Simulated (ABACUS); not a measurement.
Crystal: Li.

```
CELL_PARAMETERS angstrom
-1.75465 1.75465 1.75465
1.75465 -1.75465 1.75465
1.75465 1.75465 -1.75465
ATOMIC_POSITIONS crystal
Li 0.00000 0.00000 0.00000
```

- Program: ABACUS 3.10.1
- Task: relaxation of cell and atoms
- Functional: B86bPBE
- Potentials or basis: PseudoDojo NC SR 0.5 PBE stringent
- Cutoff: 1320 eV
- Density cutoff: 5279 eV
- Basis: plane waves
- k mesh: 9 × 9 × 9
- Occupations: fermi-dirac, width 0.05 eV
- Spin: no spin polarisation

At the start: pressure -0.8 GPa; volume 21.61 Å³/atom.

**Question.** Where does the relaxation end?

**Answer.** Over 5 steps the energy falls by 3.0 meV/atom and the volume is 20.37 Å³/atom (-5.7 %); space group Im-3m (No. 229, to 0.05 Å).

The path:
| step | energy change (eV) | largest force (eV/Å) | pressure (GPa) | volume (Å³) |
| --- | --- | --- | --- | --- |
| 1 | 0.0000 | 0.0000 | -0.76 | 21.61 |
| 2 | -0.0014 | 0.0000 | -0.57 | 21.28 |
| 3 | -0.0030 | 0.0000 | 0.04 | 20.31 |
| 4 | -0.0030 | 0.0000 | 0.02 | 20.33 |
| 5 | -0.0030 | 0.0000 | 0.00 | 20.37 |

Final structure:
```
CELL_PARAMETERS angstrom
-1.72038 1.72038 1.72038
1.72038 -1.72038 1.72038
1.72038 1.72038 -1.72038
ATOMIC_POSITIONS crystal
Li 0.00000 0.00000 0.00000
```

Caveat: the potentials were made for another functional, which shifts forces and pressure.
